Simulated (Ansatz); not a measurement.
# Hf2CO2 MXene monolayer in a perpendicular field, part 4 of 4

What dipole does a perpendicular field induce in the Hf2CO2 MXene monolayer, and does the gap follow? A positive field points along +c.

Ansatz 0.2.0; plane-wave DFT, r2SCAN-D4, Ansatz PAW (the session's first sound run).

So far. Step 14 (Response at this level): The induced dipole is that of a conductor 5.51 Å thick. Step 15 (Same geometry, cutoff 420 eV, functional PBE): The dipole is 0.0280 e·Å.

## Step 16: Same geometry, cutoff 420 eV, functional PBE (run 2)

Level of this step: plane-wave DFT, PBE, Ansatz PAW (Ansatz).

The same run in the opposite field.

Input file input.yaml:

```yaml
crystal:
  lattice:
    - [3.2558402619, 0.0, 0.0]
    - [-1.627920131, 2.8196403775, 0.0]
    - [0.0, 0.0, 22.5932085558]
  atoms:
    - { symbol: O, position: [0.3333333333, 0.6666666667, 0.3983497952] }
    - { symbol: Hf, position: [0.6666666667, 0.3333333333, 0.4391062963] }
    - { symbol: C, position: [0.0, 0.0, 0.5] }
    - { symbol: Hf, position: [0.3333333333, 0.6666666667, 0.5608937037] }
    - { symbol: O, position: [0.6666666667, 0.3333333333, 0.6016502048] }
kpoints:
  mp_grid: { grid: [6, 6, 1] }
hamiltonian:
  xc: pbe
scf:
  occupations: { method: fermi_dirac, width: 0.02585 }
  convergence: { dr2_threshold: 1.0e-09 }
efield:
  axis: 3
  dipole_correction: true
  ramp_position: 0.97
  ramp_width: 0.06
  amplitude: -0.1
output:
  write_potential: true
  write_density: true
  volumetric_format: npy
```

Command:

```console
ansatz run input.yaml --threads 4 --pin off --max-ram 6144MiB --backend cpu --events-out ev --progress --plain --runs-dir out
```

The program printed:

```text
[...]
Crystal: 5 atoms, lattice volume = 207.412 Å³
Basis set: ecut = 420 eV, 4143 PW (Γ)
Bands: 41, of which v1, the nominal top of the filled ones, is band 34 counted from 1 (33 counted from 0)
Symmetry: 6 space group operations
k-points: 7 of 36 (time reversal used)
[...]
k-point 0: bands = [... 30 lower, -2.9641, -0.0100, 1.4341, 1.4341, 3.6708, 3.6708, 4.0214, 5.3360, ... 3 higher]
  k-point 1: bands = [... 30 lower, -2.5980, -0.2836, 0.3736, 0.7104, 3.2245, 4.5803, 4.5829, 5.3844, ... 3 higher]
  k-point 2: bands = [... 30 lower, -2.6857, -1.3260, -0.0536, 0.2303, 2.6589, 5.0316, 5.6460, 5.9040, ... 3 higher]
  k-point 6: bands = [... 30 lower, -2.5700, -1.0936, -1.0550, -1.0402, 3.9727, 4.9728, 5.0080, 5.8982, ... 3 higher]
[key lines of the parts left out:]
SCF converged after 14 iterations
Free energy (F): -32834.882612 eV
Fermi energy:    1.918184 eV
Dipole field:    D = -0.024393 V/Å  (p = -0.027961 e·Å, saw-weighted, corrected)
```

Wall time 1.9 s (4 threads of Intel Xeon Platinum 8488C (Sapphire Rapids), shared host); peak memory 0.56 GiB; 6.7 s of CPU time.

The dipole is -0.0280 e·Å.

## Step 17: Response at this level

This step: plane-wave DFT, PBE, Ansatz PAW; response to a field along the normal, atoms held (Ansatz 0.2.0).

The induced dipole is that of a conductor 5.51 Å thick.

## Step 18: Same geometry, cutoff 500 eV, functional r2SCAN

This step: plane-wave DFT, r2SCAN, Ansatz PAW (Ansatz 0.2.0).

The geometry is kept and the functional is r2SCAN; other changes against the main runs: SCF threshold 1.0e-10 → 1.0e-09 eV, k-mesh 18×18×1 → 6×6×1 and no dispersion term, which doesn't act on the electrons.

input.yaml: that of step 16 with these lines changed.

```diff
@@ -14,3 +14,3 @@
 hamiltonian:
-  xc: pbe
+  xc: r2scan
 scf:
@@ -23,3 +23,3 @@
   ramp_width: 0.06
-  amplitude: -0.1
+  amplitude: 0.1
 output:
```

The program printed:

```text
[...]
Crystal: 5 atoms, lattice volume = 207.412 Å³
Basis set: ecut = 500 eV, 5189 PW (Γ), exchange–correlation on 96×96×720 points (64 copies of the dense FFT grid, shifted against one another)
Bands: 41, of which v1, the nominal top of the filled ones, is band 34 counted from 1 (33 counted from 0)
Symmetry: 6 space group operations
k-points: 7 of 36 (time reversal used)
[...]
k-point 0: bands = [... 30 lower, -3.3502, -0.2344, 1.2250, 1.2250, 3.7868, 3.7868, 4.1287, 5.5021, ... 3 higher]
  k-point 1: bands = [... 30 lower, -2.9902, -0.4975, 0.1209, 0.5041, 3.3329, 4.7210, 4.7357, 5.6482, ... 3 higher]
  k-point 2: bands = [... 30 lower, -3.0730, -1.6156, -0.3244, -0.0091, 2.7436, 5.2269, 5.8051, 6.0939, ... 3 higher]
  k-point 6: bands = [... 30 lower, -2.9464, -1.3797, -1.3740, -1.3591, 4.1098, 5.1275, 5.1651, 6.0899, ... 3 higher]
[key lines of the parts left out:]
SCF converged after 12 iterations
Free energy (F): -32862.189226 eV
Fermi energy:    1.851745 eV
Dipole field:    D = 0.024002 V/Å  (p = 0.027512 e·Å, saw-weighted, corrected)
```

Elapsed: 4 s, on 4 threads; peak memory 0.89 GiB; 15 s of CPU time.

The dipole is 0.0275 e·Å.

## Step 19: Same geometry, cutoff 500 eV, functional r2SCAN (run 2)

The same run in the opposite field.

input.yaml: that of step 18 with these lines changed.

```diff
@@ -23,3 +23,3 @@
   ramp_width: 0.06
-  amplitude: 0.1
+  amplitude: -0.1
 output:
```

The program printed:

```text
[...]
Crystal: 5 atoms, lattice volume = 207.412 Å³
Basis set: ecut = 500 eV, 5189 PW (Γ), exchange–correlation on 96×96×720 points (64 copies of the dense FFT grid, shifted against one another)
Bands: 41, of which v1, the nominal top of the filled ones, is band 34 counted from 1 (33 counted from 0)
Symmetry: 6 space group operations
k-points: 7 of 36 (time reversal used)
[...]
k-point 0: bands = [... 30 lower, -3.3502, -0.2344, 1.2250, 1.2250, 3.7868, 3.7868, 4.1287, 5.5021, ... 3 higher]
  k-point 1: bands = [... 30 lower, -2.9902, -0.4975, 0.1209, 0.5041, 3.3329, 4.7210, 4.7357, 5.6482, ... 3 higher]
  k-point 2: bands = [... 30 lower, -3.0730, -1.6156, -0.3244, -0.0091, 2.7436, 5.2269, 5.8051, 6.0939, ... 3 higher]
  k-point 6: bands = [... 30 lower, -2.9464, -1.3797, -1.3740, -1.3591, 4.1098, 5.1275, 5.1651, 6.0899, ... 3 higher]
[key lines of the parts left out:]
SCF converged after 12 iterations
Free energy (F): -32862.189226 eV
Fermi energy:    1.851744 eV
Dipole field:    D = -0.024008 V/Å  (p = -0.027518 e·Å, saw-weighted, corrected)
```

Run time: 4 s. Hardware: 4 threads; peak memory 0.92 GiB.

The dipole is -0.0275 e·Å.

## Step 20: Response at this level

This step: plane-wave DFT, r2SCAN, Ansatz PAW; response to a field along the normal, atoms held (Ansatz 0.2.0).

The induced dipole is that of a conductor 5.42 Å thick.

## Step 21: Same geometry, cutoff 420 eV, functional HSE06

This step: plane-wave DFT, HSE06, Ansatz PAW (Ansatz 0.2.0).

The geometry is kept and the functional is HSE06; other changes against the main runs: SCF threshold 1.0e-10 → 1.0e-09 eV, cutoff 500 → 420, k-mesh 18×18×1 → 6×6×1 and no dispersion term, which doesn't act on the electrons.

input.yaml: that of step 19 with these lines changed.

```diff
@@ -14,3 +14,3 @@
 hamiltonian:
-  xc: r2scan
+  xc: hse06
 scf:
@@ -23,3 +23,3 @@
   ramp_width: 0.06
-  amplitude: -0.1
+  amplitude: 0.1
 output:
```

The program printed:

```text
[...]
Crystal: 5 atoms, lattice volume = 207.412 Å³
Basis set: ecut = 420 eV, 4143 PW (Γ)
Bands: 41, of which v1, the nominal top of the filled ones, is band 34 counted from 1 (33 counted from 0)
Symmetry: 6 space group operations
k-points: 7 of 36 (time reversal used)
[...]
k-point 0: bands = [... 30 lower, -4.1658, -0.7432, 0.8991, 0.8991, 4.1151, 4.1151, 4.3905]
  k-point 1: bands = [... 30 lower, -3.7902, -0.9306, -0.3770, 0.1548, 3.5824, 5.0543, 5.1009]
  k-point 2: bands = [... 30 lower, -3.8902, -2.2140, -0.8260, -0.4121, 2.9240, 5.6336, 6.2787]
  k-point 6: bands = [... 30 lower, -3.7640, -1.9634, -1.9480, -1.9321, 4.4543, 5.5496, 5.5906]
  guard bands above this table: 4 of the run's 41 bands. The solve was not asked for them (output.publish_guard_bands: true or output.eigenvalues: true publishes all)
[key lines of the parts left out:]
Free energy (F): -32835.441864 eV
Fermi energy:    1.765815 eV
Dipole field:    D = 0.023759 V/Å  (p = 0.027233 e·Å, saw-weighted, corrected)
```

The job ended after 19 s (4 threads; peak memory 2.6 GiB; 68 s of CPU time).

A gap read on the k-mesh alone can miss the band edges.

The dipole is 0.0272 e·Å.

## Step 22: Same geometry, cutoff 420 eV, functional HSE06 (run 2)

The same run in the opposite field.

input.yaml: that of step 21 with these lines changed.

```diff
@@ -23,3 +23,3 @@
   ramp_width: 0.06
-  amplitude: 0.1
+  amplitude: -0.1
 output:
```

The program printed:

```text
[...]
Crystal: 5 atoms, lattice volume = 207.412 Å³
Basis set: ecut = 420 eV, 4143 PW (Γ)
Bands: 41, of which v1, the nominal top of the filled ones, is band 34 counted from 1 (33 counted from 0)
Symmetry: 6 space group operations
k-points: 7 of 36 (time reversal used)
[...]
--- Band table (eV; the first three rows and the last of 7) ---
  k-point 0: bands = [... 30 lower, -4.1658, -0.7432, 0.8991, 0.8991, 4.1151, 4.1151, 4.3905]
  k-point 1: bands = [... 30 lower, -3.7902, -0.9306, -0.3770, 0.1548, 3.5824, 5.0543, 5.1009]
  k-point 2: bands = [... 30 lower, -3.8902, -2.2140, -0.8260, -0.4121, 2.9240, 5.6336, 6.2787]
  k-point 6: bands = [... 30 lower, -3.7640, -1.9634, -1.9480, -1.9321, 4.4543, 5.5496, 5.5906]
[...]
[key lines of the parts left out:]
Free energy (F): -32835.441864 eV
Fermi energy:    1.765816 eV
Dipole field:    D = -0.023758 V/Å  (p = -0.027233 e·Å, saw-weighted, corrected)
```

Wall time 19 s (4 threads); peak memory 2.5 GiB.

The dipole is -0.0272 e·Å.

## Step 23: Comparing the runs

Times are for 4 threads of Intel Xeon Platinum 8488C (Sapphire Rapids), shared host. The series side by side:

| no. | functional | field | dipole along the normal (e·Å) | time | memory (GiB) |
| --- | --- | --- | --- | --- | --- |
| 1 | lda | 0.1 V/Å | 0.02798 | 2 s | 0.53 |
| 2 | lda | -0.1 V/Å | -0.02798 | 2 s | 0.55 |
| 3 | pbe | 0.1 V/Å | 0.02796 | 1.9 s | 0.55 |
| 4 | pbe | -0.1 V/Å | -0.02796 | 1.9 s | 0.56 |
| 5 | r2scan | 0.1 V/Å | 0.02751 | 4 s | 0.89 |
| 6 | r2scan | -0.1 V/Å | -0.02752 | 4 s | 0.92 |
| 7 | hse06 | 0.1 V/Å | 0.02723 | 19 s | 2.6 |
| 8 | hse06 | -0.1 V/Å | -0.02723 | 19 s | 2.5 |

## Step 24: Response at this level

This step: plane-wave DFT, HSE06, Ansatz PAW; response to a field along the normal, atoms held (Ansatz 0.2.0).

The induced dipole is that of a conductor 5.37 Å thick.

## Step 25: A changed input

This step: plane-wave DFT, r2SCAN-D4, Ansatz PAW (Ansatz 0.2.0).

A run with a changed input: it repeats the earlier run at 0.1 V/Å with scf.occupations.width from 0.02585 to 0.15, scf.occupations.method from fermi_dirac to methfessel_paxton and scf.initial_density.chi_scale to 0.1.

input.yaml, the sections that differ from step 22:

```yaml
kpoints:
  mp_grid: { grid: [18, 18, 1] }
  band_path:
    path: [[0, 0, 0], [0.5, 0, 0], [0.33333333, 0.33333333, 0], [0, 0, 0]]
    npoints: 16
hamiltonian:
  xc: r2scan
  dispersion: d4
scf:
  occupations: { method: methfessel_paxton, width: 0.15 }
  convergence: { dr2_threshold: 1.0e-10 }
  initial_density: { chi_scale: 0.1 }
efield:
  axis: 3
  dipole_correction: true
  ramp_position: 0.97
  ramp_width: 0.06
  amplitude: 0.1
# crystal, output: as in step 22
```

The program printed:

```text
[...]
Crystal: 5 atoms, lattice volume = 207.412 Å³
Basis set: ecut = 500 eV, 5189 PW (Γ), exchange–correlation on 96×96×720 points (64 copies of the dense FFT grid, shifted against one another)
Bands: 41, of which v1, the nominal top of the filled ones, is band 34 counted from 1 (33 counted from 0)
Symmetry: 6 space group operations
k-points: 37 of 324 (time reversal used)
[...]
SCF iter   1: F=—  HF=-32875.267322 eV  |F-HF|=—  |Δ(HF+E_count)|=         —  Δρ=1.19e-1  dr2=8.66e1  dr2_τ=1.91e0  ethr=3.10e-3  p=-0.000 e·Å  D=-9.20e-6 V/Å  ΔV_dip=0.00 eV  dr2_dipole=4.55e-2  V_vac-E_F(+/−)=13.69/11.68 eV  ⟨swp⟩=8.5  Hψ=7831  notcnv=0
[...]
SCF iter  17: F=-32862.455530 eV  HF=-32862.455530 eV  |F-HF|=1.46e-11  |Δ(HF+E_count)|=  3.64e-10  S|Δr|=    0.00e0  Δρ=1.09e-7  dr2=1.28e-11  dr2_τ=1.86e-12  ethr=1.00e-12  p=0.028 e·Å  D=2.40e-2 V/Å  ΔV_dip=-0.54 eV  dr2_dipole=1.93e-13  V_vac-E_F(+/−)=5.52/4.06 eV  ⟨swp⟩=16.4  Hψ=7563  notcnv=0
SCF 1 converged in 17 iterations: F = -32862.455530 eV  dr2 = 1.28e-11
[...]
SCF converged after 17 iterations
[...]
Free energy (F): -32862.455530 eV
[...]
Internal energy: -32862.455530 eV  (E = F + TS)
E sigma→0 (E₀):  -32862.455530 eV
Fermi energy:    1.842263 eV
Step filling:    the computed levels leave a gap of 1.2708 eV = 8.5 smearing widths at the electron count; against every level under it full and every level over it empty, smearing changes F+E_penalty+E_count by +1.14e-8 meV and its σ→0 estimate by -9.48e-8 meV
Dipole field:    D = 0.024014 V/Å  (p = 0.027526 e·Å, saw-weighted, corrected)
Work function:   not extracted (applied field tilts the vacuum); planar V_es + V_field profile in the machine report
[...]
--- Band table (eV; the first three rows and the last of 37) ---
  k-point 0: bands = [... 30 lower, -3.3525, -0.2429, 1.2135, 1.2135, 3.7822, 3.7822, 4.1234, 5.4989, ... 3 higher]
  k-point 1: bands = [... 30 lower, -3.2944, -0.1678, 0.9231, 1.0895, 3.7934, 3.9404, 4.1619, 5.5177, ... 3 higher]
  k-point 2: bands = [... 30 lower, -3.1495, -0.0209, 0.2735, 0.8050, 3.5944, 4.3107, 4.4240, 5.5990, ... 3 higher]
  k-point 36: bands = [... 30 lower, -2.9493, -1.3905, -1.3821, -1.3671, 4.1055, 5.1241, 5.1617, 6.0853, ... 3 higher]
```

Run time: 23 s. Hardware: 4 threads; peak memory 1.1 GiB.

Read from the output:

| Property | Result |
| --- | --- |
| dipole along the normal | 0.02753 e·Å |
| gap along the path | 1.271 eV |
| smallest direct gap along the path | 2.496 eV |
| gap, the smaller of path and mesh | 1.271 eV |

The electronic bands at the labelled points (eV, zero at the Fermi level of the run, which the smearing sets inside the gap):

| point | band 31 | band 32 | band 33 | band 34 | band 35 | band 36 | band 37 | band 38 |
| --- | --- | --- | --- | --- | --- | --- | --- | --- |
| Γ | -5.19 | -2.09 | -0.63 | -0.63 | 1.94 | 1.94 | 2.28 | 3.66 |
| halfway | -4.83 | -3.18 | -1.88 | -1.71 | 1.16 | 3.27 | 3.40 | 4.10 |
| M | -4.65 | -3.88 | -2.24 | -1.85 | 0.64 | 3.29 | 4.42 | 4.57 |
| halfway | -4.68 | -3.69 | -2.80 | -2.49 | 1.57 | 3.43 | 3.72 | 4.26 |
| K | -4.79 | -3.23 | -3.22 | -3.21 | 2.26 | 3.28 | 3.32 | 4.24 |
| halfway | -4.90 | -3.18 | -2.41 | -1.97 | 1.64 | 2.85 | 3.82 | 3.88 |
| Γ | -5.19 | -2.09 | -0.63 | -0.63 | 1.94 | 1.94 | 2.28 | 3.66 |

| quantity | this run | earlier run | difference |
| --- | --- | --- | --- |
| dipole along the normal (e·Å) | 0.02753 | 0.02753 | -1.9e-7 |
| gap along the path (eV) | 1.271 | 1.271 | 0 |
| smallest direct gap along the path (eV) | 2.496 | 2.496 | -4.4e-16 |

Nothing in the table moves by 0.01 in its unit (for the dipole 0.5 % and 5e-5 e·Å). The run took 17 SCF cycles against 13.

The path shows an indirect gap of 1.27 eV (valence top at Γ, conduction bottom at M). The least direct gap is 2.50 eV.

## Step 26: A changed input: scf.convergence.dr2_threshold = 1e-11

Another changed input: it repeats the earlier run at 0.1 V/Å with scf.convergence.dr2_threshold from 1e-10 to 1e-11.

input.yaml: that of step 25 with these lines changed.

```diff
@@ -20,5 +20,4 @@
 scf:
-  occupations: { method: methfessel_paxton, width: 0.15 }
-  convergence: { dr2_threshold: 1.0e-10 }
-  initial_density: { chi_scale: 0.1 }
+  occupations: { method: fermi_dirac, width: 0.02585 }
+  convergence: { dr2_threshold: 1.0e-11 }
 efield:
```

The program printed:

```text
[...]
Crystal: 5 atoms, lattice volume = 207.412 Å³
Basis set: ecut = 500 eV, 5189 PW (Γ), exchange–correlation on 96×96×720 points (64 copies of the dense FFT grid, shifted against one another)
Bands: 41, of which v1, the nominal top of the filled ones, is band 34 counted from 1 (33 counted from 0)
Symmetry: 6 space group operations
k-points: 37 of 324 (time reversal used)
[...]
SCF iter   1: F=—  HF=-32862.380156 eV  |F-HF|=—  |Δ(HF+E_count)|=         —  Δρ=6.48e-3  dr2=1.26e-1  dr2_τ=3.52e-1  ethr=1.77e-3  p=0.000 e·Å  D=3.56e-6 V/Å  ΔV_dip=-0.00 eV  dr2_dipole=1.55e-2  V_vac-E_F(+/−)=6.09/4.08 eV  ⟨swp⟩=8.0  Hψ=6378  notcnv=0  defer=5
[...]
SCF iter  13: F=-32862.455530 eV  HF=-32862.455530 eV  |F-HF|=1.46e-11  |Δ(HF+E_count)|=  1.82e-10  Δρ=7.60e-8  dr2=9.67e-12  dr2_τ=1.74e-12  ethr=1.00e-12  p=0.028 e·Å  D=2.40e-2 V/Å  ΔV_dip=-0.54 eV  dr2_dipole=8.15e-14  V_vac-E_F(+/−)=5.53/4.06 eV  ⟨swp⟩=11.5  Hψ=6470  notcnv=0
SCF 1 converged in 13 iterations: F = -32862.455530 eV  dr2 = 9.67e-12
[...]
SCF converged after 13 iterations
Free energy (F): -32862.455530 eV
[...]
Internal energy: -32862.455530 eV  (E = F + TS)
E sigma→0 (E₀):  -32862.455530 eV
Fermi energy:    1.837320 eV
Dipole field:    D = 0.024014 V/Å  (p = 0.027526 e·Å, saw-weighted, corrected)
Work function:   not extracted (applied field tilts the vacuum); planar V_es + V_field profile in the machine report
[...]
--- Band table (eV; the first three rows and the last of 37) ---
  k-point 0: bands = [... 30 lower, -3.3525, -0.2429, 1.2135, 1.2135, 3.7822, 3.7822, 4.1234, 5.4989, ... 3 higher]
  k-point 1: bands = [... 30 lower, -3.2944, -0.1678, 0.9231, 1.0895, 3.7934, 3.9404, 4.1619, 5.5177, ... 3 higher]
  k-point 2: bands = [... 30 lower, -3.1495, -0.0209, 0.2735, 0.8050, 3.5944, 4.3107, 4.4240, 5.5990, ... 3 higher]
  k-point 36: bands = [... 30 lower, -2.9493, -1.3905, -1.3821, -1.3671, 4.1055, 5.1241, 5.1617, 6.0853, ... 3 higher]
```

Elapsed: 20 s, on 4 threads; peak memory 1.2 GiB; 76 s of CPU time.

Read from the output:

| Quantity | Value |
| --- | --- |
| gap on the k-mesh | 1.271 eV |

The electronic bands at the labelled points (eV, zero at the Fermi level of the run, which the smearing sets inside the gap):

| point | band 31 | band 32 | band 33 | band 34 | band 35 | band 36 | band 37 | band 38 |
| --- | --- | --- | --- | --- | --- | --- | --- | --- |
| Γ | -5.19 | -2.08 | -0.62 | -0.62 | 1.94 | 1.94 | 2.29 | 3.66 |
| halfway | -4.82 | -3.18 | -1.88 | -1.70 | 1.16 | 3.28 | 3.40 | 4.11 |
| M | -4.65 | -3.87 | -2.24 | -1.85 | 0.65 | 3.30 | 4.43 | 4.57 |
| halfway | -4.68 | -3.68 | -2.79 | -2.49 | 1.57 | 3.44 | 3.73 | 4.27 |
| K | -4.79 | -3.23 | -3.22 | -3.20 | 2.27 | 3.29 | 3.32 | 4.25 |
| halfway | -4.90 | -3.18 | -2.40 | -1.96 | 1.64 | 2.85 | 3.82 | 3.88 |
| Γ | -5.19 | -2.08 | -0.62 | -0.62 | 1.94 | 1.94 | 2.29 | 3.66 |

| quantity | this run | earlier run | difference |
| --- | --- | --- | --- |
| dipole along the normal (e·Å) | 0.02753 | 0.02753 | -1.3e-8 |
| gap along the path (eV) | 1.271 | 1.271 | 0 |
| smallest direct gap along the path (eV) | 2.496 | 2.496 | 0 |
| gap on the k-mesh (eV) | 1.271 | 1.271 | 2.3e-10 |

Nothing in the table moves by 0.01 in its unit (for the dipole 0.5 % and 5e-5 e·Å).

## Step 27: Outcome

| Item | Value |
| --- | --- |
| gap without field | 1.27 eV |
| ionisation energy, upper face | 5.43 eV |
| electron affinity, upper face | 4.15 eV |
| equivalent conductor thickness, atoms held | 5.43 Å |
| equivalent conductor thickness, atoms relaxed | 6.14 Å |
| equivalent conductor thickness, LDA | 5.51 Å |
| equivalent conductor thickness, PBE | 5.51 Å |
| equivalent conductor thickness, r2SCAN | 5.42 Å |
| equivalent conductor thickness, HSE06 | 5.37 Å |

**Reading.** The induced dipole equals that of a perfect conductor 5.43 Å thick, while the outer atoms lie 4.59 Å apart; an out-of-plane ε follows only once a thickness t is chosen, by 1 − 1/ε = 5.43 Å / t. The gap stays within 0.01 eV of 1.27 eV over the fields run, up to 0.5 V/Å in size. Letting the atoms follow the field adds 0.71 Å to the equivalent conductor thickness: the ionic part of the response. Across the functionals the thickness runs from 5.37 to 5.51 Å; those runs use a coarser k-mesh, so they are to be compared with each other. Semilocal functionals give gaps that are too small, and excitons are not included. Spin-orbit coupling is left out, which matters for the bands of elements this heavy. The MXene's terminations sit over the metal atoms of its far layer; the site over carbon or nitrogen, which some compounds prefer, was not run.

[Long decimals in the printed logs are rounded to 6 places.]

[Logs are printed without paths, hosts, clocks, repeated set-up lines and the standing remarks that a program may print on its own settings, such as how far it seeks lower states.]

[Hosts, paths, dates, database ids (printed as entryN), source tags and the programs' standing remarks are cut or masked in the printed files.]

[Maps of the electrostatic potential energy from Ansatz leave out the sawtooth potential of an applied field or a dipole correction, so their vacuum need not be flat; planar profiles and work functions include it.]
